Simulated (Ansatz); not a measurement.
Input for Ansatz (plane-wave DFT, PAW):

```yaml
crystal:
  lattice:
    - [3.1672160619, -0.0059465994, -0.0039749996]
    - [-1.5887579371, 2.7216004766, 0.0114886635]
    - [-0.0064575, 0.0178227, 5.13169776]
  atoms:
    - { symbol: Ga, position: [0.3252103771, 0.6524144651, -0.0047328688] }
    - { symbol: Ga, position: [0.6777918984, 0.3380429143, 0.494461866] }
    - { symbol: "N", position: [0.3290954192, 0.6499707118, 0.3784727062] }
    - { symbol: "N", position: [0.6679036344, 0.3595682776, 0.8817982966] }
basis:
  ecutwfc: 420
kpoints:
  mp_grid: { grid: [12, 12, 6] }
hamiltonian:
  xc: pbesol
scf:
  occupations: { method: gaussian, width: 0.02 }
output:
  forces: true
  stress: true
  eigenvalues: true
```

Launched with
```bash
ansatz run input.yaml --threads 1 --pin off --max-ram 1331MiB --backend cpu --events-out ev --progress --plain --runs-dir out
```

All numbers below come from DFT PBEsol, scalar-relativistic, plane waves, PAW (Ansatz).

Part of what the program printed, abridged (final results; tables in files aren't shown):

```
SCF 1 converged in 7 iterations: F = -8245.540141 eV  dr2 = 3.20e-8
SCF converged after 7 iterations
Free energy (F): -8245.540141 eV
Harris-Foulkes:  -8245.540141 eV  (|F-HF|=1.02e-8)
Internal energy: -8245.540141 eV  (E = F + TS)
E sigma→0 (E₀):  -8245.540141 eV
Fermi energy:    11.157142 eV
--- Per-component energies (eV) ---
  E_band       = 0.792906
  E_kinetic    = 496.256731
  E_local      = -3854.897427  (includes V_loc(G=0)·N_el)
  E_nonlocal   = 951.274468
  E_hartree    = 1775.461145
  E_xc         = -256.447635
  E_vxc        = -269.102284  (∫ρ·V_xc dr)
  E_paw        = -4151.769548  (= ΣΔE_a)
  E_vpaw       = -873.659659  (= ΣTr[D̂ρ^β])
  E_aug_tail   = -0.000018  (compensation charges beyond the density's cutoff)
  E_ewald      = -3207.200010
  E_core_change = 1.782153  (= ΣΔE_core)
  E_smearing   =  0.000000  (= −TS)
--- Forces (eV/Å), atoms counted from 1 ---
  atom   1  Ga    -0.59340320     1.23583698     0.57182531
  atom   2  Ga    -0.36771076    -0.65572306     0.62001081
  atom   3  N      0.22420975     0.76006630    -0.34196823
  atom   4  N      0.73690471    -1.34018715    -0.84987290
--- Stress (GPa, compression-positive) ---
       14.041553      -0.515487      -1.258025
       -0.515487       3.506523       0.146900
       -1.258025       0.146899       3.113091
  P = ⅓ Tr σ = 6.8871 GPa (68.871 kbar)
--- Band table (eV; the first three rows and the last of 436) ---
  k-point 0: bands = ["-6.2236", "-5.2255", "-3.4833", "-3.4375", "-3.4231", "-3.4077", "-3.3574", "-3.1661", "-3.1583", "-3.0659", "-3.0422", "-1.7573", "2.8630", "8.6877", "9.2738", "9.8815", "10.1090", "10.1663", "12.1480", "14.3841", "19.2970", "20.0251"]
  k-point 1: bands = ["-6.1396", "-5.2632", "-3.4810", "-3.4313", "-3.4196", "-3.4087", "-3.3572", "-3.1561", "-3.1490", "-3.0690", "-3.0482", "-2.0570", "3.4013", "8.7613", "9.2929", "9.3408", "9.8053", "10.0906", "12.8282", "14.4455", "19.0997", "20.0126"]
  k-point 2: bands = ["-5.9138", "-5.3923", "-3.4730", "-3.4373", "-3.4241", "-3.3960", "-3.2965", "-3.1321", "-3.1260", "-3.0789", "-3.0651", "-2.6209", "4.6719", "7.8404", "8.9641", "9.4657", "9.5953", "9.9410", "13.8216", "14.5591", "18.6650", "19.1110"]
  k-point 435: bands = ["-5.0450", "-5.0116", "-3.3957", "-3.3729", "-3.2593", "-3.2236", "-3.1396", "-3.1146", "-3.0702", "-3.0434", "-1.6896", "-1.6472", "2.9405", "3.1372", "8.0081", "8.0662", "8.2284", "8.3295", "14.3462", "14.4665", "17.8859", "18.0456"]
```

The run converged.